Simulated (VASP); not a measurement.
# ZnS (F-43m) in VASP: settings compared

One crystal, ZnS, is run at these levels: r2SCAN, PBEsol; tasks: relaxation of the atoms, single point, relaxation of cell and atoms.

Program: VASP 6.6.1. These are calculated values, not measurements. Logs are shortened: lines on timing, memory, paths and dates and some standing lists are left out, and cuts for length are marked.

**Measured values to compare with.**

“Electronic, vibrational, and thermodynamic properties of ZnS (zincblende and rocksalt structure)”, 2009, arxiv:0911.5022 quotes, for a bulk crystal of ZnS at 19 K: band gap 3.85 eV (direct).

The results are compared with them further down.

### Step 1. The structure

Symmetry: F-43m, No. 216, cubic system. Conventional cell: a = 5.404 Å, b = 5.404 Å, c = 5.404 Å, α = 90.00°, β = 90.00°, γ = 90.00°. Zn (site symmetry -43m) has 4 S at 2.34 Å as nearest neighbours. S (site symmetry -43m) is surrounded by 4 Zn at 2.34 Å.

### Step 2. Relaxation of the atoms, r2SCAN (a relaxed cell with its volume scaled by 1.02)

INCAR

```
  ALGO = Normal
  EDIFF = 1E-7
  EDIFFG = -0.01
  ENCUT = 600
  IBRION = 2
  ISIF = 2
  ISMEAR = 0
  LASPH = True
  LCHARG = False
  LMIXTAU = True
  LREAL = False
  LWAVE = False
  METAGGA = R2SCAN
  NELM = 80
  NSW = 40
  PREC = Accurate
  SIGMA = 0.03
```

KPOINTS

```
k-points
0
Gamma
  10 10 10
```

POSCAR

```
ZnS                                     
1.0
    0.0000000000      2.7118616648      2.7118616648
    2.7118616648      0.0000000000      2.7118616648
    2.7118616648      2.7118616648      0.0000000000
  Zn              S             
     1     1
Direct
     0.2500000000000000    0.2500000000000000    0.2500000000000000
     0.0000000000000000    0.0000000000000000    0.0000000000000000
```

Potentials or basis: VASP PAW PBE potentials, release 64 (Zn, S).

On the command line:

```
cat potpaw_PBE.64/Zn/POTCAR potpaw_PBE.64/S/POTCAR > POTCAR
mpirun -np 1 vasp_std > vasp.out
```

OUTCAR:

```text
EDIFF = 1E-7
   EDIFFG = -0.01
   ENCUT = 600
   IBRION = 2
   ISIF = 2
   ISMEAR = 0
   LASPH = True
   LREAL = False
   METAGGA = R2SCAN
   NELM = 80
   NSW = 40
   PREC = Accurate

 ion  position               nearest neighbor table
   1  0.250  0.250  0.250-   2 2.35   2 2.35   2 2.35   2 2.35
   2  0.000  0.000  0.000-   1 2.35   1 2.35   1 2.35   1 2.35

  LATTYP: Found a face centered cubic cell.
 ALAT       =     5.4237233296

  Lattice vectors:

 A1 = (   0.0000000000,   2.7118616648,   2.7118616648)
 A2 = (   2.7118616648,   0.0000000000,   2.7118616648)
 A3 = (   2.7118616648,   2.7118616648,   0.0000000000)

Analysis of symmetry for initial positions (statically):
=====================================================================
 Subroutine PRICEL returns:
 Original cell was already a primitive cell.

 Routine SETGRP: Setting up the symmetry group for a
 face centered cubic supercell.

 Subroutine GETGRP returns: Found 24 space group operations
 (whereof 24 operations were pure point group operations)
 out of a pool of 48 trial point group operations.

The static configuration has the point symmetry T_d .

Analysis of symmetry for dynamics (positions and initial velocities):
=====================================================================
 Subroutine PRICEL returns:
 Original cell was already a primitive cell.

 Routine SETGRP: Setting up the symmetry group for a
 face centered cubic supercell.

 Subroutine GETGRP returns: Found 24 space group operations
 (whereof 24 operations were pure point group operations)
 out of a pool of 48 trial point group operations.

The dynamic configuration has the point symmetry T_d .

 Subroutine INISYM returns: Found 24 space group operations
 (whereof 24 operations are pure point group operations),
 and found     1 'primitive' translations

----------------------------------------------------------------------------------------

                                     Primitive cell

  volume of cell :      39.8871

  direct lattice vectors                    reciprocal lattice vectors
     0.000000000  2.711861665  2.711861665    -0.184375186  0.184375186  0.184375186
     2.711861665  0.000000000  2.711861665     0.184375186 -0.184375186  0.184375186
     2.711861665  2.711861665  0.000000000     0.184375186  0.184375186 -0.184375186

  length of vectors
     3.835151546  3.835151546  3.835151546     0.319347191  0.319347191  0.319347191

  position of ions in fractional coordinates (direct lattice)
     0.250000000  0.250000000  0.250000000
     0.000000000  0.000000000  0.000000000

  ion indices of the primitive-cell ions
   primitive index   ion index
                 1           1
                 2           2

----------------------------------------------------------------------------------------

 KPOINTS: k-points

Automatic generation of k-mesh.
 Grid dimensions read from file:
 generate k-points for:   10   10   10

 Generating k-lattice:

  Cartesian coordinates                     Fractional coordinates (reciprocal lattice)
    -0.018437519  0.018437519  0.018437519     0.100000000  0.000000000  0.000000000
     0.018437519 -0.018437519  0.018437519     0.000000000  0.100000000  0.000000000
     0.018437519  0.018437519 -0.018437519     0.000000000  0.000000000  0.100000000

  Length of vectors
     0.031934719  0.031934719  0.031934719

  Shift w.r.t. Gamma in fractional coordinates (k-lattice)
     0.000000000  0.000000000  0.000000000

 Subroutine IBZKPT returns following result:
 ===========================================

 Found     47 irreducible k-points:

 Following reciprocal coordinates:
            Coordinates               Weight
  0.000000  0.000000  0.000000      1.000000
  0.100000  0.000000  0.000000      8.000000
  0.200000  0.000000  0.000000      8.000000
  0.300000  0.000000  0.000000      8.000000
  0.400000  0.000000  0.000000      8.000000
  0.500000  0.000000  0.000000      4.000000
[... 16 lines left out ...]
  0.300000  0.300000  0.000000      6.000000
  0.400000  0.300000  0.000000     24.000000
 [... further k-points ...]
   k-points           NKPTS =     47   k-points in BZ     NKDIM =     47   number of bands    NBANDS=     13
   number of dos      NEDOS =    301   number of ions     NIONS =      2
   total plane-waves  NPLWV =  32768
   dimension x,y,z NGX =    32 NGY =   32 NGZ =   32
   dimension x,y,z NGXF=    64 NGYF=   64 NGZF=   64
   ions per type =               1   1
   NGX,Y,Z   is equivalent  to a cutoff of  13.87, 13.87, 13.87 a.u.
   NGXF,Y,Z  is equivalent  to a cutoff of  27.74, 27.74, 27.74 a.u.
 SYSTEM =  unknown system
   PREC   = accura    normal or accurate (medium, high low for compatibility)
   ISTART =      0    job   : 0-new  1-cont  2-samecut
   ICHARG =      2    charge: 1-file 2-atom 10-const
   ISPIN  =      1    spin polarized calculation?
   LNONCOLLINEAR =      F non collinear calculations
   LSORBIT =      F    spin-orbit coupling
   LASPH  =      T    aspherical Exc in radial PAW
   ENCUT  =  600.0 eV  44.10 Ry    6.64 a.u.   7.66  7.66  7.66*2*pi/ulx,y,z
   NELM   =     80;   NELMIN=  2; NELMDL= -5     # of ELM steps
   EDIFF  = 0.1E-06   stopping-criterion for ELM
   LREAL  =      F    real-space projection
   EDIFFG = -.1E-01   stopping-criterion for IOM
   NSW    =     40    number of steps for IOM
   IBRION =      2    ionic relax: 0-MD 1-quasi-New 2-CG
   NFREE  =      1    steps in history (QN), initial steepest desc. (CG)
   ISIF   =      2    stress and relaxation
   ISYM   =      2    0-nonsym 1-usesym 2-fastsym
   POTIM  = 0.5000    time-step for ionic-motion
   TEBEG  =    0.0;   TEEND  =   0.0 temperature during run
   PSTRESS=    0.0 pullay stress
   NELECT =      18.0000    total number of electrons
   NUPDOWN=      -1.0000    fix difference up-down
   EMIN   =  10.00;   EMAX   =-10.00  energy-range for DOS
   EFERMI =   0.00;   METHOD = LEGACY
   ISMEAR =     0;   SIGMA  =   0.03  broadening in eV -4-tet -1-fermi 0-gaus
   EFERMI_NEDOS =   21; number of points for ismear=-14 and -15
   IALGO  =     38    algorithm
   IMIX   =      4    mixing-type and parameters
     AMIX     =   0.40;   BMIX     =  1.00
     AMIX_MAG =   1.60;   BMIX_MAG =  1.00
  volume/ion in A,a.u.               =      19.94       134.59
  Fermi-wavevector in a.u.,A,eV,Ry     =   1.255706  2.372941 21.453650  1.576799
  Thomas-Fermi vector in A             =   2.389450
   LORBIT       =      0    0 simple, 1 ext, 2 COOP (PROOUT), +10 PAW based schemes
   METAGGA = R2SCAN    functional components
   LHFCALC =     F    Hartree Fock is set to
   AEXX    =    0.0000 exact exchange contribution
   IVDW    =     0    specifies the selected vdW correction
   LEPSILON=     F    determine dielectric tensor
   LRPA    =     F    only Hartree local field effects (RPA)
 conjugate gradient relaxation of ions
 non-spin polarized calculation
 Gauss-broadening in eV      SIGMA  =   0.03
  energy-cutoff  :      600.00
  volume of cell :       39.89
 maximum number of plane-waves:      1363
   NGX = 15   NGY = 15   NGZ = 15

 number of electron      18.0000005 magnetization

 Free energy of the ion-electron system (eV)
  ---------------------------------------------------
  ext. energy  EPLUGINS =         0.00000000
  ---------------------------------------------------
  free energy    TOTEN  =       -18.86453838 eV

  energy without entropy =      -18.86453838  energy(sigma->0) =      -18.86453838

 E-fermi :   1.8885     XC(G=0): -10.2287

 val. band max:        1.7280024285   @ k =   0.0000   0.0000   0.0000
 cond. band min:       4.3524392141   @ k =   0.0000   0.0000   0.0000
 fundamental gap:      2.6244367855
 Fermi energy:         1.8884914109

 k-point     1 :       0.0000    0.0000    0.0000
  band No.  band energies     occupation
      1     -11.8684      2.00000
      2      -4.7286      2.00000
      3      -4.7285      2.00000
      4      -4.7285      2.00000
      5      -4.1967      2.00000
      6      -4.1967      2.00000
      7       1.7280      2.00000
      8       1.7280      2.00000
      9       1.7280      2.00000
     10       4.3524      0.00000
     11       8.6391      0.00000
     12       8.6392      0.00000
     13       8.6392      0.00000

 k-point     2 :       0.1000    0.0000    0.0000
  band No.  band energies     occupation
      1     -11.7926      2.00000
      2      -4.7263      2.00000
      3      -4.7144      2.00000
      4      -4.7143      2.00000
      5      -4.1978      2.00000
      6      -4.1978      2.00000
      7       0.9723      2.00000
      8       1.6311      2.00000
      9       1.6311      2.00000
     10       4.9347      0.00000
     11       8.5377      0.00000
     12       8.8135      0.00000
     13       8.8136      0.00000

 k-point     3 :       0.2000    0.0000    0.0000
  band No.  band energies     occupation
      1     -11.5838      2.00000
      2      -4.7019      2.00000
      3      -4.6790      2.00000
      4      -4.6789      2.00000
      5      -4.1978      2.00000
      6      -4.1978      2.00000
      7      -0.3954      2.00000
      8       1.3946      2.00000
      9       1.3946      2.00000
     10       5.5999      0.00000
     11       8.7573      0.00000
     12       9.1559      0.00000
     13       9.1560      0.00000

 k-point     4 :       0.3000    0.0000    0.0000
  band No.  band energies     occupation
      1     -11.3011      2.00000
      2      -4.6403      2.00000
      3      -4.6403      2.00000
      4      -4.6036      2.00000
      5      -4.1901      2.00000
      6      -4.1900      2.00000
      7      -1.7611      2.00000
      8       1.1289      2.00000
      9       1.1289      2.00000
     10       5.6932      0.00000
     11       9.2887      0.00000
     12       9.2888      0.00000
     13       9.7035      0.00000

 k-point     5 :       0.4000    0.0000    0.0000
  band No.  band energies     occupation
      1     -11.0477      2.00000
      2      -4.6147      2.00000
      3      -4.6145      2.00000
      4      -4.3536      2.00000
      5      -4.1759      2.00000
      6      -4.1758      2.00000
      7      -2.9119      2.00000
      8       0.9298      2.00000
      9       0.9299      2.00000
     10       5.5788      0.00000
     11       9.1943      0.00000
     12       9.1944      0.00000
     13      10.7193      0.00000
[... 257 lines left out ...]
 k-point    22 :      -0.2000    0.2000    0.0000
  band No.  band energies     occupation
      1     -11.2052      2.00000
      2      -4.6165      2.00000
      3      -4.6151      2.00000
      4      -4.5893      2.00000
      5      -4.2175      2.00000
      6      -4.1608      2.00000
      7      -1.5590      2.00000
      8      -0.1405      2.00000
      9       1.1604      2.00000
     10       6.8368      0.00000
     11       8.7618      0.00000
     12       9.1707      0.00000
     13       9.6801      0.00000

 k-point    23 :       0.3000    0.3000    0.0000
  band No.  band energies     occupation
      1     -11.1109      2.00000
      2      -4.7564      2.00000
      3      -4.5225      2.00000
      4      -4.5225      2.00000
      5      -4.2262      2.00000
      6      -4.1473      2.00000
      7      -1.3897      2.00000
      8       0.1641      2.00000
      9       0.1641      2.00000
     10       6.2838      0.00000
     11       6.7408      0.00000
     12      11.3347      0.00000
     13      11.6277      0.00000

 k-point    24 :       0.4000    0.3000    0.0000
  band No.  band energies     occupation
      1     -10.9105      2.00000
      2      -4.7165      2.00000
      3      -4.4760      2.00000
      4      -4.4638      2.00000
      5      -4.1732      2.00000
      6      -4.1399      2.00000
      7      -2.0254      2.00000
      8      -0.2636      2.00000
      9      -0.0582      2.00000
     10       6.1824      0.00000
     11       6.8579      0.00000
     12      11.0803      0.00000
     13      12.0697      0.00000

 [... further k-points ...]
[... 5 lines left out ...]
  --------------------------------------------------------------------------------------
  -------------------------------------------------------------------------------------
  Total       -0.3566726     -0.3566726     -0.3566726     -0.0000000     -0.0000000      0.0000000
  in kB      -14.3267509    -14.3267509    -14.3267509     -0.0000000     -0.0000000      0.0000000
  external PRESSURE =     -14.3267509 kB  Pullay stress =       0.0000000 kB

 VOLUME and BASIS-vectors are now :
 -----------------------------------------------------------------------------
  energy-cutoff  :      600.00
  volume of cell :       39.89
      direct lattice vectors                 reciprocal lattice vectors
     0.000000000  2.711861665  2.711861665    -0.184375186  0.184375186  0.184375186
     2.711861665  0.000000000  2.711861665     0.184375186 -0.184375186  0.184375186
     2.711861665  2.711861665  0.000000000     0.184375186  0.184375186 -0.184375186

 POSITION                                       TOTAL-FORCE (eV/Angst)
 -----------------------------------------------------------------------------------
      1.35593      1.35593      1.35593        -0.000000     -0.000000     -0.000000
      0.00000      0.00000      0.00000         0.000000      0.000000      0.000000
 -----------------------------------------------------------------------------------
    total drift:                               -0.000025     -0.000025     -0.000025

  FREE ENERGIE OF THE ION-ELECTRON SYSTEM (eV)
  ---------------------------------------------------
  free  energy   TOTEN  =       -18.8645383814 eV

  energy  without entropy=      -18.8645383814  energy(sigma->0) =      -18.86453838

 reached required accuracy - stopping structural energy minimisation
```

Wall time 93 s (1 thread of Intel Xeon Platinum 8259CL at 2.50GHz (Skylake/Cascade Lake), shared host); peak memory 0.2 GiB.

What came out:

| Property | Result |
| --- | --- |
| Free energy | -18.8645 eV |
| Pressure after relaxing | -1.4 GPa |
| Band gap on the k mesh | 2.62 eV, direct |

Final structure:
```
Zn S
1.0
     0.00000    2.71186    2.71186
     2.71186    0.00000    2.71186
     2.71186    2.71186    0.00000
Zn S
1 1
Direct
  0.25000 0.25000 0.25000
  0.00000 0.00000 0.00000
```

Caveat: the relaxation stopped at its first step, so nothing moved; the PAW data sets were made with another functional, which shifts forces and pressure a little.

### Step 3. Relaxation of the atoms, r2SCAN (a relaxed cell with its volume scaled by 1.04)

INCAR is that of step 2.

KPOINTS is that of step 2.

POSCAR

```
ZnS                                     
1.0
    0.0000000000      2.7294716496      2.7294716496
    2.7294716496      0.0000000000      2.7294716496
    2.7294716496      2.7294716496      0.0000000000
  Zn              S             
     1     1
Direct
     0.2500000000000000    0.2500000000000000    0.2500000000000000
     0.0000000000000000    0.0000000000000000    0.0000000000000000
```

Potentials or basis: VASP PAW PBE potentials, release 64 (Zn, S).

On the command line:

```
cat potpaw_PBE.64/Zn/POTCAR potpaw_PBE.64/S/POTCAR > POTCAR
mpirun -np 1 vasp_std > vasp.out
```

OUTCAR:

```text
EDIFF = 1E-7
   EDIFFG = -0.01
   ENCUT = 600
   IBRION = 2
   ISIF = 2
   ISMEAR = 0
   LASPH = True
   LREAL = False
   METAGGA = R2SCAN
   NELM = 80
   NSW = 40
   PREC = Accurate

 ion  position               nearest neighbor table
   1  0.250  0.250  0.250-   2 2.36   2 2.36   2 2.36   2 2.36
   2  0.000  0.000  0.000-   1 2.36   1 2.36   1 2.36   1 2.36

  LATTYP: Found a face centered cubic cell.
 ALAT       =     5.4589432992

  Lattice vectors:

 A1 = (   0.0000000000,   2.7294716496,   2.7294716496)
[... 565 lines left out ...]
     10       6.0302      0.00000
     11       6.6519      0.00000
     12      10.8346      0.00000
     13      11.8318      0.00000

 [... further k-points ...]
[... 5 lines left out ...]
  --------------------------------------------------------------------------------------
  -------------------------------------------------------------------------------------
  Total       -0.7074128     -0.7074128     -0.7074128      0.0000000     -0.0000000      0.0000000
  in kB      -27.8687645    -27.8687645    -27.8687645      0.0000000     -0.0000000      0.0000000
  external PRESSURE =     -27.8687645 kB  Pullay stress =       0.0000000 kB

 VOLUME and BASIS-vectors are now :
 -----------------------------------------------------------------------------
  energy-cutoff  :      600.00
  volume of cell :       40.67
      direct lattice vectors                 reciprocal lattice vectors
     0.000000000  2.729471650  2.729471650    -0.183185636  0.183185636  0.183185636
     2.729471650  0.000000000  2.729471650     0.183185636 -0.183185636  0.183185636
     2.729471650  2.729471650  0.000000000     0.183185636  0.183185636 -0.183185636

 POSITION                                       TOTAL-FORCE (eV/Angst)
 -----------------------------------------------------------------------------------
      1.36474      1.36474      1.36474        -0.000000     -0.000000     -0.000000
      0.00000      0.00000      0.00000         0.000000      0.000000      0.000000
 -----------------------------------------------------------------------------------
    total drift:                               -0.000024     -0.000024     -0.000024

  FREE ENERGIE OF THE ION-ELECTRON SYSTEM (eV)
  ---------------------------------------------------
  free  energy   TOTEN  =       -18.8541121094 eV

  energy  without entropy=      -18.8541121094  energy(sigma->0) =      -18.85411211

 reached required accuracy - stopping structural energy minimisation
```

OSZICAR:

```text
N       E                     dE             d eps       ncg     rms          rms(c)
DAV:   1     0.745459688847E+02    0.74546E+02   -0.98146E+03  1222   0.184E+03
DAV:   2    -0.157209008330E+02   -0.90267E+02   -0.85923E+02  1302   0.310E+02
DAV:   3    -0.218660722459E+02   -0.61452E+01   -0.61063E+01  1527   0.758E+01
[... 12 lines left out ...]
DAV:  16    -0.188541098654E+02   -0.35905E-05   -0.74568E-07  1557   0.182E-02    0.259E-03
DAV:  17    -0.188541117879E+02   -0.19225E-05   -0.87341E-07  1257   0.137E-02    0.153E-03
DAV:  18    -0.188541119123E+02   -0.12438E-06   -0.18680E-07   918   0.567E-03    0.508E-04
DAV:  19    -0.188541121662E+02   -0.25389E-06   -0.41266E-08   876   0.271E-03    0.238E-04
DAV:  20    -0.188541121094E+02    0.56806E-07   -0.15254E-08   651   0.162E-03
   1 F= -.18854112E+02 E0= -.18854112E+02  d E =-.188541E+02
```

It took 94 s on 1 thread of Intel Xeon Platinum 8259CL at 2.50GHz (Skylake/Cascade Lake), shared host; peak memory 0.2 GiB.

Results:

- Free energy: -18.8541 eV
- Pressure after relaxing: -2.8 GPa
- Band gap on the k mesh: 2.53 eV, direct

Final structure:
```cif
data_structure
_symmetry_space_group_name_H-M 'P 1'
_symmetry_Int_Tables_number 1
_cell_length_a 3.8601
_cell_length_b 3.8601
_cell_length_c 3.8601
_cell_angle_alpha 60.000
_cell_angle_beta 60.000
_cell_angle_gamma 60.000
_cell_volume 40.67
loop_
_atom_site_label
_atom_site_type_symbol
_atom_site_fract_x
_atom_site_fract_y
_atom_site_fract_z
_atom_site_occupancy
Zn1 Zn 0.25000 0.25000 0.25000 1
S1 S 0.00000 0.00000 0.00000 1
```

Caveat: the relaxation stopped at its first step, so nothing moved; the PAW data sets were made with another functional, which shifts forces and pressure a little.

(Part 1 of 2 ends here.)
